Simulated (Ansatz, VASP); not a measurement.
One calculation of CoO, two programs

```
Co O
1.0
     1.61283    0.93117    2.58347
    -1.61283    0.93117    2.58347
     0.00000   -1.86234    2.58347
Co O
1 1
Direct
  0.99898 0.99898 0.99898
  0.75102 0.75102 0.75102
```

Change from the starting cell: volume scaled by 1.02.

Alike in both runs: task single point; functional PBE; k mesh 10 × 10 × 10; occupations fermi-dirac, width 0.05 eV; collinear spin, ferromagnetic start.

```csv
,VASP,Ansatz
version,VASP 6.6.1,Ansatz 0.2.0
potentials or method,"VASP PAW PBE potentials, release 64 (Co, O)",Ansatz PAW
plane-wave cutoff (eV),520,420
valence electrons in the cell,15,23
```

Ansatz gave:

```
gap on the k mesh at the Fermi level (eV)                     : none
pressure (GPa)                                                : -2.4
largest component of the traceless stress (GPa)               : 3.32
rms of the force components (eV/Å)                            : 0.138
net moment per atom (μB)                                      : 1.41
size of the moment on the site where the two differ most (μB) : 2.25
```

Estimate VASP's values.

gap on the k mesh at the Fermi level (eV): none; pressure (GPa): -2.5; largest component of the traceless stress (GPa): 3.34; rms of the force components (eV/Å): 0.140; net moment per atom (μB): 1.40; size of the moment on the site where the two differ most (μB): 2.41.

Site moments also hang on the region over which each program counts them. Atom by atom the forces differ by 0.002 eV/Å (rms over components). A gap of «none» marks a metal or a gap that the smearing closes. With one functional, cell and mesh, what is left measures potentials, basis and numerics. The two sets of potentials don't hold the same shells in valence.

Caveats: a cell with one magnetic atom can't hold antiferromagnetic order, which such compounds often take; semilocal functionals often make such compounds metallic where correlation or magnetic order opens a gap, which also shifts bond lengths; the pressure holds a Pulay correction of +0.6 GPa for the finite cutoff (Ansatz).
